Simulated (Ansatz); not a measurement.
# CuO (P4/nmm) in Ansatz: single point with PBE

Aim: the single point of CuO with PBE.

Everything below comes from runs of Ansatz 0.2.0. Logs are shortened: lines on timing, memory, paths and dates and some standing lists are left out, and cuts for length are marked.

## (1) The crystal as given

Symmetry: P4/nmm, No. 129, tetragonal system. The conventional cell has a = 3.175 Å, b = 3.175 Å, c = 4.650 Å, α = 90.00°, β = 90.00°, γ = 90.00°. Around Cu (site symmetry -4m2) lie 4 O at 2.02 Å and 4 Cu at 2.25 Å. Around O (site symmetry 4mm) lie 4 Cu at 2.02 Å.

The cell was built by a generator and needn't be a form met in nature.

## (2) Single point, PBE

Input file input.yaml:

```yaml
crystal:
  lattice:
    - [3.1754955, 0.0, 0.0]
    - [0.0, 3.1754955, 0.0]
    - [0.0, 0.0, 4.64953187]
  atoms:
    - { symbol: Cu, position: [0.0, 0.0, 0.0] }
    - { symbol: Cu, position: [0.5, 0.5, 0.0] }
    - { symbol: O, position: [0.5, 0.0, 0.267] }
    - { symbol: O, position: [0.0, 0.5, 0.733] }
hamiltonian:
  xc: pbe
  pseudopotentials: { kind: paw }
kpoints:
  mp_grid: { grid: [11, 11, 8] }
scf:
  occupations: { method: fermi_dirac, width: 0.05 }
output:
  forces: true
  stress: true
  eigenvalues: true
```

Potentials or basis: Ansatz PAW.

The run is started by

```bash
> ansatz run input.yaml --threads 2 --pin off --max-ram 5632MiB --backend cpu --events-out ev --progress --plain --runs-dir out
```

Standard output:

```text
Warning: RAYON_NUM_THREADS=2 ignored (pool sized by the plan → 2); use --threads N
Engine: ansatz 0.2.0, aarch64-unknown-linux-gnu
Pseudopotentials: kind: paw
Pseudopotential: Cu, paw, valence charge 19, recommended cutoff 420 eV (normal), Cu.paw.azcp
Pseudopotential: O, paw, valence charge 6, recommended cutoff 420 eV (normal), O.paw.azcp
Functional definition: PBE
  parameter kappa = 0.804
  parameter beta = 0.06672455060314922
  exchange = pbe_x(kappa = kappa, mu = beta*pi^2/3)
  correlation = pbe_c(beta = beta)
Crystal: 4 atoms, lattice volume = 46.885 Å³
Basis set: ecut = 420 eV, 935 PW (Γ), exchange–correlation on 48×48×64 points (8 copies of the dense FFT grid, shifted against one another)
Bands: 30, of which v1, the nominal top of the filled ones, is band 25 counted from 1 (24 counted from 0)
Symmetry: 16 space group operations
Space group: P4/nmm (ITA 129), of the structure as read, at distance tolerance 3.6e-5 Å
k-points: 105 of 968
Non-local potential: Cu, projectors of the file, l = 0: 3, l = 1: 2, l = 2: 3, l = 3: 1
Non-local potential: O, projectors of the file, l = 0: 2, l = 1: 2, l = 2: 1
PAW form: soft (Blöchl's): semilocal exchange-correlation on the pseudo side does not see the compensation charge
PAW one-centre angular grid: Cu, 590 points (default); XC on 64 Gauss nodes
PAW one-centre angular grid: O, 110 points (default); XC on 64 Gauss nodes
Initial density: superposition of atomic densities (neutral atoms: chi_scale 0, normalization atom), corrected by the library's trained network
Initial wavefunctions: pseudopotential atomic-orbital guess
Functional: x = pbe(κ = 0.804, μ = 0.2195149727645171), c = pbe(β = 0.06672455060314922)
SCF iter   1: F=—  HF=-14378.985417 eV  |F-HF|=—  |Δ(HF+E_count)|=         —  Δρ=1.77e-2  dr2=1.08e-1  ethr=1.77e-3  ⟨swp⟩=6.0  Hψ=12506  notcnv=0
preconditioner: auto → LDOS  [metal: Δε(μ)=0.006 eV  Ē_g=10.950 eV  σ=0.050 eV  W_gap=0.03  n_scr=16 (ndim 8)  ℏωp=31.6 eV  f_vac=0.220  D(μ)=6.24/eV (n_scr^D=98)  β→1.0]
SCF iter   2: F=—  HF=-14378.976567 eV  |F-HF|=—  |Δ(HF+E_count)|=   8.85e-3  Δρ=8.78e-3  dr2=4.66e-2  ethr=2.15e-4  ⟨swp⟩=2.3  Hψ=5856  notcnv=0
SCF iter   3: F=—  HF=-14378.987025 eV  |F-HF|=—  |Δ(HF+E_count)|=   1.05e-2  Δρ=1.73e-2  dr2=8.97e-2  ethr=9.32e-5  ⟨swp⟩=2.0  Hψ=5970  notcnv=0  recentre
SCF iter   4: F=—  HF=-14378.972188 eV  |F-HF|=—  |Δ(HF+E_count)|=   1.48e-2  Δρ=8.62e-3  dr2=3.05e-2  ethr=9.32e-5  ⟨swp⟩=2.0  Hψ=4980  notcnv=0
SCF iter   5: F=—  HF=-14378.969099 eV  |F-HF|=—  |Δ(HF+E_count)|=   3.09e-3  Δρ=2.56e-3  dr2=2.58e-3  ethr=6.10e-5  ⟨swp⟩=2.0  Hψ=3401  notcnv=0
SCF iter   6: F=—  HF=-14378.968830 eV  |F-HF|=—  |Δ(HF+E_count)|=   2.69e-4  Δρ=1.36e-4  dr2=4.85e-6  ethr=5.16e-6  ⟨swp⟩=1.6  Hψ=4155  notcnv=0
SCF iter   7: F=—  HF=-14378.968859 eV  |F-HF|=—  |Δ(HF+E_count)|=   2.94e-5  Δρ=3.61e-5  dr2=3.31e-7  ethr=9.70e-9  ⟨swp⟩=2.1  Hψ=5031  notcnv=0
SCF iter   8: F=-14378.968860 eV  HF=-14378.968860 eV  |F-HF|=9.12e-9  |Δ(HF+E_count)|=   6.10e-7  Δρ=6.36e-6  dr2=1.83e-8  ethr=2.00e-10  ⟨swp⟩=6.4  Hψ=14220  notcnv=0
SCF 1 converged in 8 iterations: F = -14378.968860 eV  dr2 = 1.83e-8
SCF converged after 8 iterations
Free energy (F): -14378.968860 eV
Harris-Foulkes:  -14378.968860 eV  (|F-HF|=9.12e-9)
Internal energy: -14378.912060 eV  (E = F + TS)
E sigma→0 (E₀):  -14378.940460 eV
Entropy (-TS):   -0.056800 eV (-14.200 meV/atom)
Fermi energy:    8.738092 eV
--- Per-component energies (eV) ---
  E_band       = -1011.435155
  E_kinetic    = 942.034404
  E_local      = -12561.127447  (includes V_loc(G=0)·N_el)
  E_nonlocal   = 881.895184
  E_hartree    = 5556.488232
  E_xc         = -324.356777
  E_vxc        = -416.360861  (∫ρ·V_xc dr)
  E_paw        = -3639.508692  (= ΣΔE_a)
  E_vpaw       = -970.846727  (= ΣTr[D̂ρ^β])
  E_aug_tail   = 0.005552  (compensation charges beyond the density's cutoff)
  E_ewald      = -5234.342517
  E_smearing   = -0.056800  (= −TS)
  E_closure    = -0.000000  (closes the sum)
  Σ components = -14378.968860   (vs F -14378.968860, Δ=0.00e0)
--- Forces (eV/Å), atoms counted from 1 ---
  atom   1  Cu     0.00000000     0.00000000    -0.00000000
  atom   2  Cu    -0.00000000     0.00000000     0.00000000
  atom   3  O      0.00000000     0.00000000    -0.90343027
  atom   4  O     -0.00000000     0.00000000     0.90343027
  max |Σ_I F_I| component: 2.22e-16 eV/Å
--- Stress (GPa, compression-positive) ---
       29.308388       0.000000      -0.000000
        0.000000      29.308388      -0.000000
       -0.000000      -0.000000      -8.329934
  P = ⅓ Tr σ = 16.7623 GPa (167.623 kbar)
--- Band table (eV; the first three rows and the last of 105) ---
  k-point 0: bands = ["-103.7546", "-103.6998", "-61.2288", "-61.2288", "-61.1285", "-61.0812", "-61.0156", "-61.0156", "-9.8054", "-8.9884", "2.3070", "3.3114", "3.8187", "3.8187", "4.2313", "5.1118", "5.1118", "6.8878", "6.9080", "7.4805", "7.6683", "7.6683", "8.2559", "8.4035", "9.1706", "9.1706", "9.8603", "15.2235", "19.6534", "19.6534"]
  k-point 1: bands = ["-103.7546", "-103.6998", "-61.2288", "-61.2288", "-61.1285", "-61.0812", "-61.0156", "-61.0156", "-9.7810", "-9.0153", "2.3306", "3.2600", "3.8010", "3.8010", "4.2314", "5.1363", "5.1363", "6.8924", "6.9112", "7.4805", "7.6823", "7.6823", "8.2559", "8.2860", "9.1467", "9.1467", "10.1170", "15.1310", "19.6513", "19.6513"]
  k-point 2: bands = ["-103.7545", "-103.6998", "-61.2288", "-61.2288", "-61.1284", "-61.0812", "-61.0156", "-61.0156", "-9.7134", "-9.0887", "2.4029", "3.1214", "3.7613", "3.7613", "4.2316", "5.1933", "5.1933", "6.8955", "6.9192", "7.4805", "7.7188", "7.7188", "8.1092", "8.2560", "9.0872", "9.0872", "10.6670", "14.8718", "19.6473", "19.6473"]
  k-point 104: bands = ["-103.7274", "-103.7263", "-61.2562", "-61.2519", "-61.1046", "-61.1036", "-61.0002", "-60.9959", "-8.9537", "-8.9478", "2.9450", "3.0211", "4.5731", "4.5780", "4.9461", "4.9954", "5.5018", "5.5292", "5.8286", "5.9363", "6.8495", "7.0921", "7.1457", "7.2528", "8.4533", "8.4719", "15.0928", "15.2679", "17.9908", "18.1605"]
```

It took 3.3 s on 2 threads of Arm Neoverse V2, shared host; peak memory 0.39 GiB.

Results:

- Free energy: -14378.9689 eV
- Pressure: 16.8 GPa
- Largest force: 0.903 eV/Å
- Band gap on the k mesh: none (metal or under the smearing width)

Forces in eV/Å, atoms in the order of the input:
```
Cu   0.000  0.000  0.000
Cu   0.000  0.000  0.000
O    0.000  0.000 -0.903
O    0.000  0.000  0.903
```

Stress tensor (GPa, compression positive):
```
29.31  0.00  0.00
 0.00 29.31  0.00
 0.00  0.00 -8.33
```

Levels at points of the mesh, in eV from the Fermi level:
| k point | band 21 | band 22 | band 23 | band 24 | band 25 | band 26 | band 27 | band 28 | band 29 | band 30 |
| --- | --- | --- | --- | --- | --- | --- | --- | --- | --- | --- |
| (0.00, 0.00, 0.00) | -1.07 | -1.07 | -0.48 | -0.33 | 0.43 | 0.43 | 1.12 | 6.49 | 10.92 | 10.92 |
| (0.00, 0.00, -0.50) | -0.96 | -0.96 | -0.75 | -0.48 | 0.26 | 0.26 | 2.72 | 5.63 | 10.90 | 10.90 |

Caveat: so large a pressure means that the cell lies far from this level's equilibrium, or that cutoff or potentials fall short; the pressure holds a Pulay correction of +0.7 GPa for the finite cutoff; the run has no spin polarisation, though such a crystal can be magnetic; semilocal functionals often make such compounds metallic where correlation or magnetic order opens a gap, which also shifts bond lengths. With open d or f shells a metallic result of PBE can be an artefact of self-interaction; +U or a hybrid may open a gap.
